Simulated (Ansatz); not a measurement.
# SiNi (Pnma) in Ansatz: a series of runs

The runs below take SiNi through band structure, with PBEsol, revPBE.

Program: Ansatz 0.2.0. These are calculated values, not measurements. Logs are shortened: lines on timing, memory, paths and dates and some standing lists are left out, and cuts for length are marked.

**1. Starting point**

Symmetry: Pnma, No. 62, orthorhombic system. The conventional cell has a = 5.173 Å, b = 3.338 Å, c = 5.605 Å, α = 90.00°, β = 90.00°, γ = 90.00°. Ni (site symmetry m) is surrounded by 6 Si at 2.28 to 2.40 Å. Si (site symmetry m) has 6 Ni at 2.28 to 2.40 Å as nearest neighbours.

**2. Band structure, PBEsol, collinear spin, ferromagnetic start**

The input, input.yaml:

```yaml
crystal:
  lattice:
    - [5.1731, 0.0, 0.0]
    - [0.0, 3.3381, 0.0]
    - [0.0, 0.0, 5.6049]
  atoms:
    - { symbol: Ni, position: [0.99221, 0.75, 0.81248], spin: 1.0 }
    - { symbol: Ni, position: [0.50779, 0.25, 0.31248], spin: 1.0 }
    - { symbol: Ni, position: [0.49221, 0.75, 0.68752], spin: 1.0 }
    - { symbol: Ni, position: [0.00779, 0.25, 0.18752], spin: 1.0 }
    - { symbol: Si, position: [0.67872, 0.25, 0.9175] }
    - { symbol: Si, position: [0.82128, 0.75, 0.4175] }
    - { symbol: Si, position: [0.17872, 0.25, 0.5825] }
    - { symbol: Si, position: [0.32128, 0.75, 0.0825] }
hamiltonian:
  xc: pbesol
  pseudopotentials: { kind: paw }
magnetization:
  spin_polarized: true
kpoints:
  mp_grid: { grid: [5, 8, 5] }
  band_path:
    path:
      - [[0.0, 0.0, 0.0], [0.0, -0.5, 0.0], [-0.5, -0.5, 0.0], [-0.5, 0.0, 0.0], [0.0, 0.0, 0.0], [0.0, 0.0, -0.5], [0.0, -0.5, -0.5], [-0.5, -0.5, -0.5], [-0.5, 0.0, -0.5], [0.0, 0.0, -0.5]]
      - [[-0.5, 0.0, 0.0], [-0.5, 0.0, -0.5]]
      - [[0.0, -0.5, -0.5], [0.0, -0.5, 0.0]]
      - [[-0.5, -0.5, 0.0], [-0.5, -0.5, -0.5]]
    npoints: 10
scf:
  occupations: { method: fermi_dirac, width: 0.05 }
  n_extra_bands: 20
output:
  forces: true
  stress: true
  eigenvalues: true
  fatbands: true
```

Potentials or basis: Ansatz PAW.

Launch:

```
$ ansatz run input.yaml --threads 4 --pin off --max-ram 11264MiB --backend cpu --events-out ev --progress --plain --runs-dir out
```

Standard output:

```text
Warning: RAYON_NUM_THREADS=4 ignored (pool sized by the plan → 4); use --threads N
scf.n_extra_bands = 20 over 44 filled bands (N_el = 88.0): the run solves 64 bands
Engine: ansatz 0.2.0, aarch64-unknown-linux-gnu
Pseudopotentials: kind: paw
Pseudopotential: Ni, paw, valence charge 18, recommended cutoff 420 eV (normal), Ni.paw.azcp
Pseudopotential: Si, paw, valence charge 4, recommended cutoff 420 eV (normal), Si.paw.azcp
Functional definition: PBEsol
  exchange = pbesol_x
  correlation = pbesol_c
Crystal: 8 atoms, lattice volume = 96.787 Å³
Basis set: ecut = 420 eV, 1905 PW (Γ), exchange–correlation on 72×48×80 points (8 copies of the dense FFT grid, shifted against one another)
Bands: 64, of which v1, the nominal top of the filled ones, is band 44 counted from 1 (43 counted from 0)
Symmetry: 8 space group operations
Space group: Pnma (ITA 62), of the structure as read, at distance tolerance 4.6e-5 Å
Magnetic group: BNS 62.441 (UNI 539), of the structure as read, at distance tolerance 4.6e-5 Å
k-points: 45 of 200
Non-local potential: Ni, projectors of the file, l = 0: 3, l = 1: 2, l = 2: 3, l = 3: 1
Non-local potential: Si, projectors of the file, l = 0: 2, l = 1: 2, l = 2: 2
PAW form: soft (Blöchl's): semilocal exchange-correlation on the pseudo side does not see the compensation charge
PAW frozen core: Ni, regenerated for the run's functional, and the local potential with it (the file was generated under x = pbe(κ = 0.804, μ = 0.2195149727645171), c = pbe(β = 0.06672455060314922))
PAW frozen core: Si, regenerated for the run's functional, and the local potential with it (the file was generated under x = pbe(κ = 0.804, μ = 0.2195149727645171), c = pbe(β = 0.06672455060314922))
PAW one-centre angular grid: Ni, 590 points (default); XC on 64 Gauss nodes
PAW one-centre angular grid: Si, 110 points (default); XC on 64 Gauss nodes
Initial density: superposition of atomic densities (chi_scale 0.1, normalization cell)
Starting moments: Σ|m| = 4 μB on 4 of 8 sites
Initial wavefunctions: pseudopotential atomic-orbital guess
Functional: x = pbesol(κ = 0.804, μ = 0.12345679012345678), c = pbesol(β = 0.046)
SCF iter   1: F=—  HF=-25706.980083 eV  |F-HF|=—  |Δ(HF+E_count)|=         —  Δρ=1.27e-1 (↑1.27e-1 ↓5.12e-2)  dr2=4.79e0  dr2_m=6.34e0  M=0.300 μB ∫|m|=0.535 μB  β_m=0.30  ethr=3.10e-3  ⟨swp⟩=5.7  Hψ=22660  notcnv=0  defer=292
Mixer restart at iter 1: flushing history
preconditioner: auto → Kerker (q_TF=auto, 2.685 Å⁻¹)  [metal: Δε(μ)=0.004 eV  Ē_g=9.921 eV  σ=0.050 eV  W_gap=0.02  n_scr=38 (ndim 8)  ℏωp=28.2 eV  f_vac=0.000  D(μ)=2.90/eV (n_scr^D=20)]
spin=Collinear: Kerker preconditioning applied to the charge; magnetization (m = ρ↑ − ρ↓) channel mixes plain (no charge-response kernel on spin).
SCF iter   2: F=—  HF=-25705.081756 eV  |F-HF|=—  |Δ(HF+E_count)|=    1.90e0  Δρ=8.34e-2 (↑4.79e-2 ↓8.34e-2)  dr2=2.01e0  dr2_m=3.58e0  M=0.180 μB ∫|m|=0.353 μB  β_m=0.43  ethr=3.10e-3  ⟨swp⟩=2.0  Hψ=9276  notcnv=0  defer=1048
SCF iter   3: F=—  HF=-25708.227927 eV  |F-HF|=—  |Δ(HF+E_count)|=    3.15e0  Δρ=5.12e-2 (↑3.28e-2 ↓5.12e-2)  dr2=1.11e0  dr2_m=1.44e0  M=0.098 μB ∫|m|=0.227 μB  β_m=0.72  ethr=2.28e-3  ⟨swp⟩=2.1  Hψ=8398  notcnv=0  defer=1048
SCF iter   4: F=—  HF=-25710.839297 eV  |F-HF|=—  |Δ(HF+E_count)|=    2.61e0  Δρ=2.24e-2 (↑2.19e-2 ↓2.24e-2)  dr2=1.74e0  dr2_m=1.92e-4  M=-0.002 μB ∫|m|=0.019 μB  β_m=0.73  ethr=1.26e-3  ⟨swp⟩=2.7  Hψ=9497  notcnv=0  defer=1075
SCF iter   5: F=—  HF=-25710.544385 eV  |F-HF|=—  |Δ(HF+E_count)|=   2.95e-1  Δρ=6.22e-3 (↑6.22e-3 ↓4.54e-3)  dr2=5.05e-2  dr2_m=7.89e-4  M=0.002 μB ∫|m|=0.010 μB  β_m=0.87  ethr=1.26e-3  ⟨swp⟩=2.2  Hψ=8393  notcnv=0  defer=1074
SCF iter   6: F=—  HF=-25710.554695 eV  |F-HF|=—  |Δ(HF+E_count)|=   1.03e-2  Δρ=2.77e-3 (↑1.02e-3 ↓2.77e-3)  dr2=8.90e-3  dr2_m=8.81e-4  M=-0.003 μB ∫|m|=0.007 μB  β_m=0.92  ethr=5.74e-5  ⟨swp⟩=2.4  Hψ=8727  notcnv=0  defer=1068
SCF iter   7: F=—  HF=-25710.556451 eV  |F-HF|=—  |Δ(HF+E_count)|=   1.76e-3  Δρ=4.18e-4 (↑4.18e-4 ↓2.66e-4)  dr2=3.46e-4  dr2_m=8.14e-6  M=-0.000 μB ∫|m|=0.001 μB  β_m=0.96  ethr=1.01e-5  ⟨swp⟩=2.0  Hψ=8249  notcnv=0  defer=1068
SCF iter   8: F=—  HF=-25710.556415 eV  |F-HF|=—  |Δ(HF+E_count)|=   3.58e-5  Δρ=5.92e-5 (↑5.92e-5 ↓5.89e-5)  dr2=1.30e-5  dr2_m=3.04e-9  M=0.000 μB ∫|m|=0.000 μB  β_m=0.98  ethr=3.93e-7  ⟨swp⟩=1.6  Hψ=7060  notcnv=0  defer=1068
SCF iter   9: F=—  HF=-25710.556415 eV  |F-HF|=—  |Δ(HF+E_count)|=   4.17e-8  Δρ=2.01e-5 (↑2.01e-5 ↓1.84e-5)  dr2=1.14e-6  dr2_m=1.97e-9  M=-0.000 μB ∫|m|=0.000 μB  β_m=0.98  ethr=1.47e-8  ⟨swp⟩=2.3  Hψ=9032  notcnv=0  defer=1068
SCF iter  10: F=—  HF=-25710.556415 eV  |F-HF|=—  |Δ(HF+E_count)|=   2.39e-7  Δρ=8.62e-6 (↑8.21e-6 ↓8.62e-6)  dr2=2.31e-7  dr2_m=6.56e-11  M=-0.000 μB ∫|m|=0.000 μB  β_m=0.99  ethr=1.30e-9  ⟨swp⟩=2.2  Hψ=7935  notcnv=0  defer=1068
SCF iter  11: F=—  HF=-25710.556415 eV  |F-HF|=—  |Δ(HF+E_count)|=   8.42e-9  Δρ=5.02e-6 (↑5.01e-6 ↓5.02e-6)  dr2=7.08e-8  dr2_m=7.93e-13  M=-0.000 μB ∫|m|=0.000 μB  β_m=0.81  ethr=2.63e-10  ⟨swp⟩=1.0  Hψ=5760  notcnv=0  defer=1068
SCF iter  12: F=-25710.556415 eV  HF=-25710.556415 eV  |F-HF|=1.82e-11  |Δ(HF+E_count)|=   9.71e-9  Δρ=1.03e-7 (↑9.72e-8 ↓1.03e-7)  dr2=3.38e-11  dr2_m=1.82e-13  M=-0.000 μB ∫|m|=0.000 μB  ethr=8.05e-11  ⟨swp⟩=8.6  Hψ=27654  notcnv=0
SCF 1 converged in 12 iterations: F = -25710.556415 eV  dr2 = 3.38e-11
WARN: the starting moments were not kept: the SCF closed with an absolute magnetisation of 4.9e-7 μB, where they sum to 4 μB in size (4 sites). That is at most 0.1 of that sum. Measured as dr2_m measures the in/out step, that magnetisation stands 5.3e-14 eV from none, at or under the dr2_threshold of 1.0e-7 eV: it is no larger than a step whose dr2_m would equal this threshold. The system may hold no moment; this SCF shows only that its start led to no more than that. To try another start: raise the starting moments (crystal.atoms[].spin, magnetization.per_species, magnetization.initial_magnetization, or on a non-collinear deck that types none of these the spinor_matrix: blocks that start its atoms; where the total moment is fixed, keep their sum and leave initial_magnetization as it is; typed ones take the place of any that the run laid by itself, positive ones on a crystal's lanthanoids without a Hubbard term where scf.initial_density.shell_occupations: [] is typed) or, if the notice of its spin-set hold's release reads "site moments contracting" or "site moments show no strong build", lengthen the hold (scf.mixing.spin_hold: { on: { confirm: 4 } }; for m-r²SCAN on two components see the key's manual first). Each may lead to a state that holds a moment. A second SCF, from the converged charge density, with the starting moments and any scf.initial_density.shell_occupations laid on it anew, would have followed, and was not run: the deck does not ask for one (magnetization.retry_lost_moments is false, the default). To let it run, set magnetization.retry_lost_moments: true and run the deck again, where that key's refused combinations let it; where memory then withholds it, that run's warning says so.
NSCF: frozen V_eff on 124 k-points
SCF converged after 12 iterations
Magnetization: -0.0000 μB (44.0000 up, 44.0000 down)
Absolute magnetization: 0.0000 μB (∫|ρ↑−ρ↓|, with the PAW one-centre terms)
Spin contamination: 0.0000 ħ² per cell (⟨S²⟩ above its minimum at these occupations)
Per-site moments (μB) at R_I (Å): [(-4.307027301594844e-8, 0.9395906128967046), (-4.307027328367989e-8, 0.9395906128967049), (-4.307027278423432e-8, 0.9395906128967049), (-4.307027316786927e-8, 0.9395906128967049), (1.1739351258854018e-8, 0.9395906128967049), (1.1739351322497008e-8, 0.9395906128967049), (1.1739351317386843e-8, 0.9395906128967049), (1.1739351455982591e-8, 0.9395906128967046)]
Free energy (F): -25710.556415 eV
Harris-Foulkes:  -25710.556415 eV  (|F-HF|=1.82e-11)
Internal energy: -25710.538229 eV  (E = F + TS)
E sigma→0 (E₀):  -25710.547322 eV
Entropy (-TS):   -0.018185 eV (-2.273 meV/atom)
Fermi energy:    14.641868 eV
--- Per-component energies (eV) ---
  E_band       = -1307.251405
  E_kinetic    = 1311.766425
  E_local      = -17841.285115  (includes V_loc(G=0)·N_el)
  E_nonlocal   = 2640.719812
  E_hartree    = 7660.864603
  E_xc         = -566.437424
  E_vxc        = -637.633276  (∫ρ·V_xc dr)
  E_paw        = -8373.968533  (= ΣΔE_a)
  E_vpaw       = -2102.550746  (= ΣTr[D̂ρ^β])
  E_aug_tail   = 0.002146  (compensation charges beyond the density's cutoff)
  E_ewald      = -10543.115540
  E_core_change = 0.915398  (= ΣΔE_core)
  E_smearing   = -0.018185  (= −TS)
  E_closure    = -0.000000  (closes the sum)
  Σ components = -25710.556415   (vs F -25710.556415, Δ=0.00e0)
--- Forces (eV/Å), atoms counted from 1 ---
  atom   1  Ni    -0.01277455    -0.00000000    -0.05189964
  atom   2  Ni     0.01277455    -0.00000000    -0.05189964
  atom   3  Ni    -0.01277455     0.00000000     0.05189964
  atom   4  Ni     0.01277455     0.00000000     0.05189964
  atom   5  Si     0.06597926    -0.00000000    -0.04889625
  atom   6  Si    -0.06597926     0.00000000    -0.04889625
  atom   7  Si     0.06597926    -0.00000000     0.04889625
  atom   8  Si    -0.06597926     0.00000000     0.04889625
  max |Σ_I F_I| component: 4.16e-17 eV/Å
--- Stress (GPa, compression-positive) ---
       -6.081367       0.000000       0.000000
        0.000000      -2.523719      -0.000000
        0.000000      -0.000000      -4.404608
  P = ⅓ Tr σ = -4.3366 GPa (-43.366 kbar)
--- Band table (eV; the first three rows and the last of 90) ---
  k-point 0 ↑: bands = ["-89.0021", "-88.9981", "-88.9979", "-88.9940", "-49.6117", "-49.6061", "-49.5925", "-49.5784", "-49.5650", "-49.5593", "-49.5228", "-49.5199", "-49.5149", "-49.5101", "-49.4980", "-49.4932", "1.5746", "4.9071", "6.2360", "6.7424", "8.0241", "8.5200", "10.2154", "10.6169", "10.6992", "10.7064", "10.7101", "10.7471", "10.9592", "11.2807", "11.5030", "11.6369", "11.7633", "11.9138", "12.1909", "12.2963", "12.3642", "12.4747", "12.5338", "12.6535", "12.7449", "13.4281", "13.6097", "13.6261", "15.1529", "15.8414", "18.0033", "18.6488", "18.7745", "19.3053", "19.5108", "20.7242", "20.9679", "21.3289", "21.4151", "21.5546", "23.0513", "23.6841", "24.4166", "24.5429", "24.8192", "25.3155", "25.4080", "25.6947"]
  k-point 1 ↑: bands = ["-89.0019", "-88.9993", "-88.9967", "-88.9942", "-49.6113", "-49.6068", "-49.5912", "-49.5800", "-49.5641", "-49.5597", "-49.5226", "-49.5202", "-49.5146", "-49.5107", "-49.4974", "-49.4935", "1.7564", "4.1916", "6.6870", "6.8289", "7.9291", "9.0436", "9.6481", "10.4760", "10.5617", "10.6791", "10.7458", "10.9742", "11.0281", "11.3530", "11.5222", "11.5580", "11.8464", "12.0536", "12.1726", "12.1777", "12.2036", "12.4327", "12.4539", "12.6342", "12.9887", "13.2580", "13.6177", "14.1359", "15.4135", "16.3313", "17.3479", "18.3430", "18.8637", "19.0829", "19.1320", "20.7200", "21.1676", "21.3879", "21.5284", "21.5695", "23.4411", "23.4522", "23.5905", "23.7116", "23.9362", "24.9185", "25.8179", "26.0674"]
  k-point 2 ↑: bands = ["-89.0013", "-89.0004", "-88.9956", "-88.9947", "-49.6101", "-49.6084", "-49.5878", "-49.5837", "-49.5624", "-49.5608", "-49.5218", "-49.5209", "-49.5135", "-49.5121", "-49.4960", "-49.4946", "2.2914", "3.1411", "7.0546", "7.1806", "7.8623", "8.5857", "9.8996", "10.2814", "10.7421", "10.8111", "10.8278", "10.9675", "11.2706", "11.4554", "11.4914", "11.5072", "11.8021", "11.8184", "11.9578", "12.0093", "12.3302", "12.4832", "12.5723", "12.6165", "13.0038", "13.1639", "13.9101", "14.9271", "15.1089", "16.2305", "17.3911", "18.0588", "18.7493", "19.1039", "19.9069", "20.4221", "20.4938", "20.5849", "21.5914", "22.0199", "22.0980", "22.8492", "23.1166", "23.3307", "24.6508", "25.1366", "25.5932", "26.7466"]
  k-point 44 ↓: bands = ["-88.9986", "-88.9986", "-88.9973", "-88.9973", "-49.5986", "-49.5986", "-49.5962", "-49.5962", "-49.5500", "-49.5500", "-49.5368", "-49.5368", "-49.5059", "-49.5059", "-49.5044", "-49.5044", "5.7945", "5.7945", "6.0954", "6.0954", "8.0063", "8.0063", "8.5077", "8.5077", "10.8565", "10.8565", "10.9394", "10.9394", "11.1512", "11.1512", "11.3778", "11.3778", "11.8903", "11.8903", "12.0254", "12.0254", "12.4340", "12.4340", "12.5238", "12.5238", "12.7306", "12.7306", "12.7733", "12.7733", "16.2970", "16.2970", "17.1838", "17.1838", "17.8383", "17.8383", "18.5318", "18.5318", "20.0226", "20.0226", "20.5108", "20.5108", "21.6540", "21.6540", "22.4256", "22.4256", "25.2180", "25.2180", "27.2925", "27.2925"]
```

Wall time 34 s (4 threads of Arm Neoverse V2, shared host); peak memory 0.89 GiB.

What came out:

```
Free energy            : -25710.5564 eV
Pressure               : -4.3 GPa
Largest force          : 0.082 eV/Å
Band gap on the k mesh : none (metal or under the smearing width)
Net moment             : 0.00 μB per cell
Absolute moment        : 0.00 μB per cell
```

Forces in eV/Å, atoms in the order of the input:
```
Ni  -0.013  0.000 -0.052
Ni   0.013  0.000 -0.052
Ni  -0.013  0.000  0.052
Ni   0.013  0.000  0.052
Si   0.066  0.000 -0.049
Si  -0.066  0.000 -0.049
Si   0.066  0.000  0.049
Si  -0.066  0.000  0.049
```

Levels at the corners of the path, in eV from the Fermi level:
Spin up:
```tsv
point	band 42	band 43	band 44	band 45	band 46	band 47
Γ	-1.21	-1.03	-1.02	0.51	1.20	3.36
X	-1.88	-1.48	-1.48	-0.64	-0.64	1.94
S	-1.73	-1.73	-1.73	0.46	0.46	0.46
Y	-1.89	0.89	0.89	1.15	1.15	3.73
Γ	-1.21	-1.03	-1.02	0.51	1.20	3.36
Z	-1.54	-0.32	-0.32	1.02	1.02	3.25
U	-1.97	-1.74	-1.74	0.09	0.09	1.29
R	-1.89	-1.89	-1.89	2.51	2.51	2.51
T	-1.15	0.65	0.65	2.38	2.38	2.80
Z	-1.54	-0.32	-0.32	1.02	1.02	3.25
Y	-1.89	0.89	0.89	1.15	1.15	3.73
T	-1.15	0.65	0.65	2.38	2.38	2.80
U	-1.97	-1.74	-1.74	0.09	0.09	1.29
X	-1.88	-1.48	-1.48	-0.64	-0.64	1.94
S	-1.73	-1.73	-1.73	0.46	0.46	0.46
R	-1.89	-1.89	-1.89	2.51	2.51	2.51
```
Spin down:
| point | band 41 | band 42 | band 43 | band 44 | band 45 | band 46 | band 47 | band 48 |
| --- | --- | --- | --- | --- | --- | --- | --- | --- |
| Γ | -1.90 | -1.21 | -1.03 | -1.02 | 0.51 | 1.20 | 3.36 | 4.01 |
| X | -1.88 | -1.88 | -1.48 | -1.48 | -0.64 | -0.64 | 1.94 | 1.94 |
| S | -1.73 | -1.73 | -1.73 | -1.73 | 0.46 | 0.46 | 0.46 | 0.46 |
| Y | -1.89 | -1.89 | 0.89 | 0.89 | 1.15 | 1.15 | 3.73 | 3.73 |
| Γ | -1.90 | -1.21 | -1.03 | -1.02 | 0.51 | 1.20 | 3.36 | 4.01 |
| Z | -1.54 | -1.54 | -0.32 | -0.32 | 1.02 | 1.02 | 3.25 | 3.25 |
| U | -1.97 | -1.97 | -1.74 | -1.74 | 0.09 | 0.09 | 1.29 | 1.29 |
| R | -1.89 | -1.89 | -1.89 | -1.89 | 2.51 | 2.51 | 2.51 | 2.51 |
| T | -1.15 | -1.15 | 0.65 | 0.65 | 2.38 | 2.38 | 2.80 | 2.80 |
| Z | -1.54 | -1.54 | -0.32 | -0.32 | 1.02 | 1.02 | 3.25 | 3.25 |
| Y | -1.89 | -1.89 | 0.89 | 0.89 | 1.15 | 1.15 | 3.73 | 3.73 |
| T | -1.15 | -1.15 | 0.65 | 0.65 | 2.38 | 2.38 | 2.80 | 2.80 |
| U | -1.97 | -1.97 | -1.74 | -1.74 | 0.09 | 0.09 | 1.29 | 1.29 |
| X | -1.88 | -1.88 | -1.48 | -1.48 | -0.64 | -0.64 | 1.94 | 1.94 |
| S | -1.73 | -1.73 | -1.73 | -1.73 | 0.46 | 0.46 | 0.46 | 0.46 |
| R | -1.89 | -1.89 | -1.89 | -1.89 | 2.51 | 2.51 | 2.51 | 2.51 |

Caveat: the PAW data sets come from PBE, with cores solved anew for the run's functional, which leaves a small shift of forces and pressure; the starting moments weren't kept.

**3. Band structure, revPBE, collinear spin, ferromagnetic start**

Edit input.yaml of step 2 so:

```diff
@@ -15,3 +15,3 @@
 hamiltonian:
-  xc: pbesol
+  xc: revpbe
   pseudopotentials: { kind: paw }
```

Potentials or basis: Ansatz PAW.

Launch:

```
$ ansatz run input.yaml --threads 4 --pin off --max-ram 11264MiB --backend cpu --events-out ev --progress --plain --runs-dir out
```

Run time: 30 s. Hardware: 4 threads of AMD EPYC 7R43 (Zen 3), shared host; peak memory 0.95 GiB.

It converged, with:

| Property | Result |
| --- | --- |
| Free energy | -25929.0895 eV |
| Pressure | 4.4 GPa |
| Largest force | 0.062 eV/Å |
| Band gap on the k mesh | none (metal or under the smearing width) |
| Net moment | 0.00 μB per cell |
| Absolute moment | 0.00 μB per cell |

Forces in eV/Å, atoms in the order of the input:
```
Ni  -0.047  0.000 -0.028
Ni   0.047  0.000 -0.028
Ni  -0.047  0.000  0.028
Ni   0.047  0.000  0.028
Si  -0.049  0.000 -0.037
Si   0.049  0.000 -0.037
Si  -0.049  0.000  0.037
Si   0.049  0.000  0.037
```

Stress tensor (GPa, compression positive):
```
2.76 0.00 0.00
0.00 5.76 0.00
0.00 0.00 4.54
```

Levels at the corners of the path, in eV from the Fermi level:
Spin up:
```csv
point,band 41,band 42,band 43,band 44,band 45,band 46,band 47,band 48
Γ,-1.90,-1.21,-1.04,-1.02,0.52,1.20,3.35,4.01
X,-1.88,-1.88,-1.48,-1.48,-0.63,-0.63,1.95,1.95
S,-1.73,-1.73,-1.73,-1.73,0.46,0.46,0.46,0.46
Y,-1.89,-1.89,0.89,0.89,1.14,1.14,3.76,3.76
Γ,-1.90,-1.21,-1.04,-1.02,0.52,1.20,3.35,4.01
Z,-1.54,-1.54,-0.31,-0.31,1.01,1.01,3.25,3.25
U,-1.97,-1.97,-1.74,-1.74,0.08,0.08,1.29,1.29
R,-1.89,-1.89,-1.89,-1.89,2.51,2.51,2.51,2.51
T,-1.14,-1.14,0.64,0.64,2.36,2.36,2.79,2.79
Z,-1.54,-1.54,-0.31,-0.31,1.01,1.01,3.25,3.25
Y,-1.89,-1.89,0.89,0.89,1.14,1.14,3.76,3.76
T,-1.14,-1.14,0.64,0.64,2.36,2.36,2.79,2.79
U,-1.97,-1.97,-1.74,-1.74,0.08,0.08,1.29,1.29
X,-1.88,-1.88,-1.48,-1.48,-0.63,-0.63,1.95,1.95
S,-1.73,-1.73,-1.73,-1.73,0.46,0.46,0.46,0.46
R,-1.89,-1.89,-1.89,-1.89,2.51,2.51,2.51,2.51
```
Spin down:
```tsv
point	band 41	band 42	band 43	band 44	band 45	band 46	band 47	band 48
Γ	-1.90	-1.21	-1.04	-1.02	0.52	1.20	3.35	4.01
X	-1.88	-1.88	-1.48	-1.48	-0.63	-0.63	1.95	1.95
S	-1.73	-1.73	-1.73	-1.73	0.46	0.46	0.46	0.46
Y	-1.89	-1.89	0.89	0.89	1.14	1.14	3.76	3.76
Γ	-1.90	-1.21	-1.04	-1.02	0.52	1.20	3.35	4.01
Z	-1.54	-1.54	-0.31	-0.31	1.01	1.01	3.25	3.25
U	-1.97	-1.97	-1.74	-1.74	0.08	0.08	1.29	1.29
R	-1.89	-1.89	-1.89	-1.89	2.51	2.51	2.51	2.51
T	-1.14	-1.14	0.64	0.64	2.36	2.36	2.79	2.79
Z	-1.54	-1.54	-0.31	-0.31	1.01	1.01	3.25	3.25
Y	-1.89	-1.89	0.89	0.89	1.14	1.14	3.76	3.76
T	-1.14	-1.14	0.64	0.64	2.36	2.36	2.79	2.79
U	-1.97	-1.97	-1.74	-1.74	0.08	0.08	1.29	1.29
X	-1.88	-1.88	-1.48	-1.48	-0.63	-0.63	1.95	1.95
S	-1.73	-1.73	-1.73	-1.73	0.46	0.46	0.46	0.46
R	-1.89	-1.89	-1.89	-1.89	2.51	2.51	2.51	2.51
```

Caveat: the PAW data sets come from PBE, with cores solved anew for the run's functional, which leaves a small shift of forces and pressure; the starting moments weren't kept.
